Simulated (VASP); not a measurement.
# W (P6/mmm) in VASP: further runs, part 2 of 2

VASP 6.6.1.

### Step 3. Single point, r2SCAN

This run uses another cell than the first one: it holds 2 atoms, not 1.

POSCAR reads:

```
W
1.0
    1.4969457187      0.8642620137      4.1974215399
   -1.4969457187      0.8642620137      4.1974215399
    0.0000000000     -1.7285240273      4.1974215399
W
2
Direct
    0.2500003758      0.2500003758      0.2500003758
    0.7499996242      0.7499996242      0.7499996242
```

INCAR.step1 reads:

```
SYSTEM = W
PREC = Accurate ; ENCUT = 520
ISMEAR = 0 ; SIGMA = 0.1
LREAL = .False. ; LASPH = .True.
NELM = 100 ; NBANDS = 21
GGA = PE ; ALGO = Normal
EDIFF = 1E-4 ; LWAVE = .True.
LCHARG = .False.
```

INCAR.step2 reads:

```
SYSTEM = W
PREC = Accurate ; ENCUT = 520
EDIFF = 1E-6 ; ISMEAR = 0
SIGMA = 0.1 ; LREAL = .False.
LASPH = .True. ; NELM = 100
ALGO = Normal ; ISIF = 2
LWAVE = .False. ; LCHARG = .False.
METAGGA = R2SCAN ; LMIXTAU = .True.
NBANDS = 21 ; ISTART = 1
```

KPOINTS reads:

```
Automatic mesh
0
Gamma
  6 6 6
  0 0 0
```

Potentials or basis: VASP PAW PBE potentials, release 64 (W_sv).

On the command line:

```bash
$ cat potpaw_PBE.64/W_sv/POTCAR > POTCAR
$ cp INCAR.step1 INCAR
$ mpirun -np 1 vasp_std > vasp.out
$ cp INCAR.step2 INCAR
$ mpirun -np 1 vasp_std > vasp.out
```

OUTCAR:

```text
SYSTEM = W
   PREC = Accurate
   ENCUT = 520
   EDIFF = 1E-6
   ISMEAR = 0
   LREAL = .False.
   LASPH = .True.
   NELM = 100
   ISIF = 2
   METAGGA = R2SCAN
   ISTART = 1

 ion  position               nearest neighbor table
   1  0.250  0.250  0.250-   2 2.72   2 2.72   2 2.72   2 2.72   2 2.72   2 2.72
   2  0.750  0.750  0.750-   1 2.72   1 2.72   1 2.72   1 2.72   1 2.72   1 2.72

  LATTYP: Found a trigonal (rhomboedric) cell.
 ALAT       =     4.5393989576
 COS(alpha) =     0.7825069450

  Lattice vectors:

 A1 = (   1.4969457187,   0.8642620137,   4.1974215399)
 A2 = (  -1.4969457187,   0.8642620137,   4.1974215399)
 A3 = (   0.0000000000,  -1.7285240273,   4.1974215399)

Analysis of symmetry for initial positions (statically):
=====================================================================
 Subroutine PRICEL returns following result:

  LATTYP: Found a trigonal (rhomboedric) cell.
 ALAT       =     2.7189008689
 COS(alpha) =     0.3937417137

  Lattice vectors:

 A1 = (   0.0000000000,   1.7285240273,   2.0987202343)
 A2 = (  -1.4969457187,  -0.8642620136,   2.0987013056)
 A3 = (   1.4969457187,  -0.8642620136,   2.0987202343)

   2 primitive cells build up your supercell.

 Routine SETGRP: Setting up the symmetry group for a
 trigonal (rhombohedral) supercell.

 Subroutine GETGRP returns: Found 12 space group operations
 (whereof 12 operations were pure point group operations)
 out of a pool of 12 trial point group operations.

The static configuration has the point symmetry D_3d.

Analysis of symmetry for dynamics (positions and initial velocities):
=====================================================================
 Subroutine PRICEL returns following result:

  LATTYP: Found a trigonal (rhomboedric) cell.
 ALAT       =     2.7189008689
 COS(alpha) =     0.3937417137

  Lattice vectors:

 A1 = (   0.0000000000,   1.7285240273,   2.0987202343)
 A2 = (  -1.4969457187,  -0.8642620136,   2.0987013056)
 A3 = (   1.4969457187,  -0.8642620136,   2.0987202343)

   2 primitive cells build up your supercell.

 Routine SETGRP: Setting up the symmetry group for a
 trigonal (rhombohedral) supercell.

 Subroutine GETGRP returns: Found 12 space group operations
 (whereof 12 operations were pure point group operations)
 out of a pool of 12 trial point group operations.

The dynamic configuration has the point symmetry D_3d.

 Subroutine INISYM returns: Found 12 space group operations
 (whereof 12 operations are pure point group operations),
 and found     2 'primitive' translations

----------------------------------------------------------------------------------------

                                     Primitive cell

  volume of cell :      16.2913

  direct lattice vectors                    reciprocal lattice vectors
     0.000000000  1.728524027  2.098720234    -0.000001004  0.385684928  0.158827427
    -1.496945719 -0.864262014  2.098701306    -0.334014452 -0.192843333  0.158827427
     1.496945719 -0.864262014  2.098720234     0.334012443 -0.192843333  0.158827427

  length of vectors
[... 26 lines left out ...]

  Shift w.r.t. Gamma in fractional coordinates (k-lattice)
     0.000000000  0.000000000  0.000000000

 Subroutine IBZKPT returns following result:
 ===========================================

 Found     32 irreducible k-points:

 Following reciprocal coordinates:
            Coordinates               Weight
  0.000000  0.000000  0.000000      1.000000
  0.166667  0.000000 -0.000000      6.000000
  0.333333  0.000000  0.000000      6.000000
  0.500000  0.000000  0.000000      3.000000
  0.166667  0.166667  0.000000      6.000000
  0.333333  0.166667  0.000000     12.000000
[... 16 lines left out ...]
  0.500000  0.500000  0.166667      6.000000
 -0.333333  0.500000  0.166667     12.000000
 [... further k-points ...]
   k-points           NKPTS =     32   k-points in BZ     NKDIM =     32   number of bands    NBANDS=     21
   number of dos      NEDOS =    301   number of ions     NIONS =      2
   total plane-waves  NPLWV =  46656
   dimension x,y,z NGX =    36 NGY =   36 NGZ =   36
   dimension x,y,z NGXF=    72 NGYF=   72 NGZF=   72
   ions per type =               2
   NGX,Y,Z   is equivalent  to a cutoff of  13.18, 13.18, 13.18 a.u.
   NGXF,Y,Z  is equivalent  to a cutoff of  26.37, 26.37, 26.37 a.u.
 SYSTEM =  W
   PREC   = accura    normal or accurate (medium, high low for compatibility)
   ISTART =      1    job   : 0-new  1-cont  2-samecut
   ICHARG =      0    charge: 1-file 2-atom 10-const
   ISPIN  =      1    spin polarized calculation?
   LNONCOLLINEAR =      F non collinear calculations
   LSORBIT =      F    spin-orbit coupling
   LASPH  =      T    aspherical Exc in radial PAW
   ENCUT  =  520.0 eV  38.22 Ry    6.18 a.u.   8.44  8.44  8.44*2*pi/ulx,y,z
   NELM   =    100;   NELMIN=  2; NELMDL=  0     # of ELM steps
   EDIFF  = 0.1E-05   stopping-criterion for ELM
   LREAL  =      F    real-space projection
   EDIFFG = 0.1E-04   stopping-criterion for IOM
   NSW    =      0    number of steps for IOM
   IBRION =     -1    ionic relax: 0-MD 1-quasi-New 2-CG
   NFREE  =      0    steps in history (QN), initial steepest desc. (CG)
   ISIF   =      2    stress and relaxation
   ISYM   =      2    0-nonsym 1-usesym 2-fastsym
   POTIM  = 0.5000    time-step for ionic-motion
   TEBEG  =    0.0;   TEEND  =   0.0 temperature during run
   PSTRESS=    0.0 pullay stress
   NELECT =      28.0000    total number of electrons
   NUPDOWN=      -1.0000    fix difference up-down
   EMIN   =  10.00;   EMAX   =-10.00  energy-range for DOS
   EFERMI =   0.00;   METHOD = LEGACY
   ISMEAR =     0;   SIGMA  =   0.10  broadening in eV -4-tet -1-fermi 0-gaus
   EFERMI_NEDOS =   21; number of points for ismear=-14 and -15
   IALGO  =     38    algorithm
   IMIX   =      4    mixing-type and parameters
     AMIX     =   0.40;   BMIX     =  1.00
     AMIX_MAG =   1.60;   BMIX_MAG =  1.00
  volume/ion in A,a.u.               =      16.29       109.94
  Fermi-wavevector in a.u.,A,eV,Ry     =   1.556440  2.941245 32.960191  2.422506
  Thomas-Fermi vector in A             =   2.660236
   LORBIT       =      0    0 simple, 1 ext, 2 COOP (PROOUT), +10 PAW based schemes
   METAGGA = R2SCAN    functional components
   LHFCALC =     F    Hartree Fock is set to
   AEXX    =    0.0000 exact exchange contribution
   IVDW    =     0    specifies the selected vdW correction
   LEPSILON=     F    determine dielectric tensor
   LRPA    =     F    only Hartree local field effects (RPA)
 non-spin polarized calculation
 Gauss-broadening in eV      SIGMA  =   0.10
  energy-cutoff  :      520.00
  volume of cell :       32.58
 maximum number of plane-waves:       897
 NGX is ok and might be reduce to    36

 number of electron      28.0000002 magnetization

 Free energy of the ion-electron system (eV)
  ---------------------------------------------------
  ext. energy  EPLUGINS =         0.00000000
  ---------------------------------------------------
  free energy    TOTEN  =      -101.75430303 eV

  energy without entropy =     -101.74576839  energy(sigma->0) =     -101.75003571

 E-fermi :  10.7100     XC(G=0): -14.7434

 val. band max:       10.6936433541   @ k =   0.5000   0.3333   0.3333
 cond. band min:      10.7118200555   @ k =  -0.3333   0.3333   0.3333
 fundamental gap:      0.0181767014
 Fermi energy:        10.7100491481

 k-point     1 :       0.0000    0.0000    0.0000
  band No.  band energies     occupation
      1     -65.1431      2.00000
      2     -64.9238      2.00000
      3     -29.4615      2.00000
      4     -28.4993      2.00000
      5     -28.4993      2.00000
      6     -28.1491      2.00000
[... 565 lines left out ...]
     20      17.4038      0.00000
     21      20.8943      0.00000

 [... further k-points ...]

------------------------ aborting loop because EDIFF is reached ----------------------------------------

  FORCE on cell =-STRESS in cart. coord.  units (eV):
  Direction    XX          YY          ZZ          XY          YZ          ZX
  --------------------------------------------------------------------------------------
  -------------------------------------------------------------------------------------
  Total        0.2312809      0.2312809      0.3089062      0.0000000      0.0000000      0.0000000
  in kB       11.3727393     11.3727393     15.1897958      0.0000000      0.0000000      0.0000000
  external PRESSURE =      12.6450914 kB  Pullay stress =       0.0000000 kB

 VOLUME and BASIS-vectors are now :
 -----------------------------------------------------------------------------
  energy-cutoff  :      520.00
  volume of cell :       32.58
      direct lattice vectors                 reciprocal lattice vectors
     1.496945719  0.864262014  4.197421540     0.334013447  0.192842754  0.079413833
    -1.496945719  0.864262014  4.197421540    -0.334013447  0.192842754  0.079413833
     0.000000000 -1.728524027  4.197421540     0.000000000 -0.385685507  0.079413833

 POSITION                                       TOTAL-FORCE (eV/Angst)
 -----------------------------------------------------------------------------------
      0.00000      0.00000      3.14807         0.000000      0.000000      0.000000
      0.00000      0.00000      9.44419         0.000000     -0.000000      0.000000
 -----------------------------------------------------------------------------------
    total drift:                               -0.000000      0.000000     -0.000000

  FREE ENERGIE OF THE ION-ELECTRON SYSTEM (eV)
  ---------------------------------------------------
  free  energy   TOTEN  =      -101.7543030285 eV

  energy  without entropy=     -101.7457683863  energy(sigma->0) =     -101.75003571
```

It took 51 s on 1 thread of Intel Xeon 6975P-C (Granite Rapids), shared host; peak memory 0.22 GiB.

What came out:

```yaml
Free_energy: -101.7543 eV
Pressure: 1.3 GPa
Band_gap_on_the_k_mesh: none (metal or under the smearing width)
```

Levels at points of the mesh, in eV from the Fermi level:
```tsv
k point	band 10	band 11	band 12	band 13	band 14	band 15	band 16	band 17	band 18	band 19
(0.00, 0.00, 0.00)	-5.97	-2.14	-2.14	-1.72	-1.72	1.32	2.08	2.97	2.97	5.85
(0.50, 0.00, 0.00)	-4.56	-2.96	-2.96	-1.24	-1.24	0.58	0.58	4.19	4.19	6.65
(0.50, 0.50, 0.00)	-6.03	-5.09	-2.31	-0.24	0.93	2.93	3.83	4.48	5.13	5.30
(0.50, 0.50, 0.50)	-6.86	-1.05	-1.05	-0.52	-0.52	-0.52	-0.52	1.70	1.70	1.70
```

Caveat: the k mesh is coarse (spacing up to 0.41 Å⁻¹), so the values aren't converged; the PAW data sets were made with another functional, which shifts forces and pressure a little.

### Step 4. Relaxation of cell and atoms, r2SCAN

This run uses another cell than the first one: it holds 2 atoms, not 1.

POSCAR reads:

```
W
1.0
    1.7307842337      0.9992687433      3.2095318524
   -1.7307842337      0.9992687433      3.2095318524
    0.0000000000     -1.9985374865      3.2095318524
W
2
Direct
    0.2275400000      0.2275400000      0.2275400000
    0.7724600000      0.7724600000      0.7724600000
```

INCAR.step1 reads:

```
ALGO = Normal
EDIFF = 1E-4
ENCUT = 600
GGA = PE
ISMEAR = 0
LASPH = True
LCHARG = False
LREAL = False
LWAVE = True
NELM = 100
PREC = Accurate
SIGMA = 0.1
```

INCAR.step2 reads:

```
ALGO = Normal
EDIFF = 1E-7
EDIFFG = -0.04
ENCUT = 600
IBRION = 2
ISIF = 3
ISMEAR = 0
ISTART = 1
LASPH = True
LCHARG = False
LMIXTAU = True
LREAL = False
LWAVE = False
METAGGA = R2SCAN
NELM = 100
NSW = 90
PREC = Accurate
SIGMA = 0.1
```

KPOINTS reads:

```
k-points
0
Gamma
  6 6 6
```

On the command line:

```bash
$ cat potpaw_PBE.64/W_sv/POTCAR > POTCAR
$ cp INCAR.step1 INCAR
$ mpirun -np 1 vasp_std > vasp.out
$ cp INCAR.step2 INCAR
$ mpirun -np 1 vasp_std > vasp.out
```

Wall time 17 min (1 thread of Intel Xeon 6975P-C (Granite Rapids), shared host); peak memory 0.2 GiB.

It converged, with:

* Free energy: -101.7526 eV
* Relaxed volume: 16.36 Å³/atom
* Relaxed cell: a = 4.547 Å, b = 4.547 Å, c = 4.547 Å, α = 38.49°, β = 38.49°, γ = 38.49°
* Space group after relaxing (to 0.05 Å): R-3m (No. 166)
* Energy gained by relaxing: 1841.3 meV/atom
* Ionic steps: 23
* Pressure after relaxing: 0.1 GPa
* Largest force after relaxing: 0.019 eV/Å
* Band gap on the k mesh: none (metal or under the smearing width)

Forces in eV/Å, atoms in the order of the input:
```
W    0.000  0.000  0.019
W    0.000  0.000 -0.019
```

The path:
| step | energy change (eV) | largest force (eV/Å) | pressure (GPa) | volume (Å³) |
| --- | --- | --- | --- | --- |
| 1 | 0.0000 | 8.8902 | 47.50 | 33.31 |
| 2 | 2.8638 | 2.1041 | -34.71 | 63.14 |
| 3 | 0.6245 | 0.8022 | -38.07 | 51.43 |
| 4 | -0.8221 | 0.1071 | -32.61 | 44.53 |
| 5 | -1.6946 | 0.6942 | -14.11 | 38.65 |
| 6 | -1.7142 | 1.6219 | -4.64 | 37.16 |
| 7 | -1.7234 | 1.2566 | -8.35 | 37.69 |
| 8 | -2.4161 | 0.2346 | 2.27 | 34.59 |
| 9 | 3.3963 | 19.4050 | 216.85 | 24.81 |
| 10 | -2.5944 | 0.9710 | 9.23 | 33.52 |
| 11 | -2.6959 | 2.5387 | 25.84 | 31.76 |
| 12 | -2.8145 | 3.1175 | 26.30 | 31.64 |
| 13 | -2.9140 | 4.5864 | 30.82 | 31.29 |
| 14 | -3.1563 | 3.7733 | 20.98 | 31.96 |
| 15 | -3.4807 | 1.7759 | -4.41 | 33.98 |
| 16 | -3.4821 | 1.6782 | -5.60 | 34.10 |
| 17 | -3.5121 | 1.5640 | -4.72 | 33.89 |
| 18 | -3.5864 | 1.2834 | -1.70 | 33.26 |
| 19 | -3.6513 | 0.6634 | 7.14 | 32.02 |
| 20 | -3.6803 | 0.1284 | 2.19 | 32.49 |
| 21 | -3.6823 | 0.0459 | 0.71 | 32.65 |
| 22 | -3.6823 | 0.0593 | 0.60 | 32.66 |
| 23 | -3.6826 | 0.0192 | 0.12 | 32.71 |

Final structure:
```
W
1.0
     1.49863    0.86524    4.20453
    -1.49863    0.86524    4.20453
     0.00000   -1.73047    4.20453
W
2
Direct
  0.24994 0.24994 0.24994
  0.75006 0.75006 0.75006
```

Levels at points of the mesh, in eV from the Fermi level:
| k point | band 10 | band 11 | band 12 | band 13 | band 14 | band 15 | band 16 | band 17 | band 18 |
| --- | --- | --- | --- | --- | --- | --- | --- | --- | --- |
| (0.00, 0.00, 0.00) | -5.94 | -2.12 | -2.12 | -1.70 | -1.70 | 1.31 | 2.05 | 2.96 | 2.96 |
| (0.50, 0.00, 0.00) | -4.54 | -2.94 | -2.94 | -1.24 | -1.23 | 0.58 | 0.59 | 4.18 | 4.18 |
| (0.50, 0.50, 0.00) | -5.99 | -5.06 | -2.29 | -0.25 | 0.92 | 2.91 | 3.82 | 4.46 | 5.11 |
| (0.50, 0.50, 0.50) | -6.84 | -1.06 | -1.04 | -0.52 | -0.52 | -0.51 | -0.51 | 1.70 | 1.70 |

Caveat: the k mesh is coarse (spacing up to 0.37 Å⁻¹), so the values aren't converged; the PAW data sets were made with another functional, which shifts forces and pressure a little. The run has no spin-orbit coupling, so splittings on W are missing.

### Step 5. Summary

| task | cell | k mesh | cutoff (eV) | mesh quality | gap on the mesh (eV) | pressure (GPa) |
| --- | --- | --- | --- | --- | --- | --- |
| single point | P6/mmm, 16.19 Å³/atom | 9 × 9 × 8 | 520 | not flagged | none | 20.1 |
| single point | R-3m, 16.29 Å³/atom | 6 × 6 × 6 | 520 | coarse | none | 1.3 |
| relaxation of cell and atoms | relaxed | 6 × 6 × 6 | 600 | coarse | none | 0.1 |

Alike in all rows: level r2SCAN; potentials or basis VASP PAW PBE potentials, release 64 (W_sv); no spin polarisation; smearing gaussian 0.1 eV.

Caveats: some runs use coarse meshes; the PAW data sets were made with another functional, which shifts forces and pressure a little (some runs); so large a pressure means that the cell lies far from this level's equilibrium, or that cutoff or potentials fall short (some runs); the potentials were made for another functional, which shifts forces and pressure (some runs).

Absolute energies hang on the potentials; compare differences alone.
